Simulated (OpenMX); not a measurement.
# MgO under changes of volume

One of the cells (9.221 Å³/atom); the others are scaled copies at fixed shape and fractional positions:

```xyz
2
Lattice="0.0000 2.0970 2.0970 2.0970 0.0000 2.0970 2.0970 2.0970 0.0000" Properties=species:S:1:pos:R:3 pbc="T T T"
Mg    0.0000    0.0000    0.0000
O     2.0970    2.0970    2.0970
```

The cell is a database's computed one.

| Property | Result |
| --- | --- |
| Program | OpenMX 3.8.5 |
| Functional | PBE |
| Potentials or basis | OpenMX 2013 PBE set, Mg7.0-s3p2, O6.0-s2p2, fixed grid of 32 × 32 × 32 points |
| k mesh | 11 × 11 × 11 |
| Occupations | fermi-dirac, width 0.05 eV |
| Spin | no spin polarisation |

| volume (Å³/atom) | energy over the lowest point (meV/atom) | gap on the mesh (eV) |
| --- | --- | --- |
| 8.668 | ? | ? |
| 8.853 | 66.66 | 5.49 |
| 9.037 | 43.85 | 5.27 |
| 9.221 | 26.28 | 5.05 |
| 9.406 | 13.47 | 4.84 |
| 9.590 | 4.77 | 4.64 |
| 9.775 | 0.00 | 4.44 |

Q: What does the run at 8.668 Å³/atom give?

A: Energy over the lowest point 94.92 meV/atom; gap on the mesh 5.72 eV.

Worked out: A Birch-Murnaghan fit of order 3 (a polynomial in V^(-2/3)) to the other rows has its minimum at 9.95 Å³/atom, just outside them, with B0 = V·E''(V) = 144 GPa and B' = 4.9. It gives 95.51 meV/atom at 8.668 Å³/atom, against the run's 94.92. A straight line through the other rows of the gap, of slope -10.6 eV per unit of ln V, extrapolates to 5.71 eV, against the run's 5.72.

Energies are extrapolated to zero smearing.

Caveats: an odd mesh through Γ misses points on the zone boundary, where band edges often lie; the basis of atomic orbitals isn't converged, which shifts pressures, moduli and gaps.
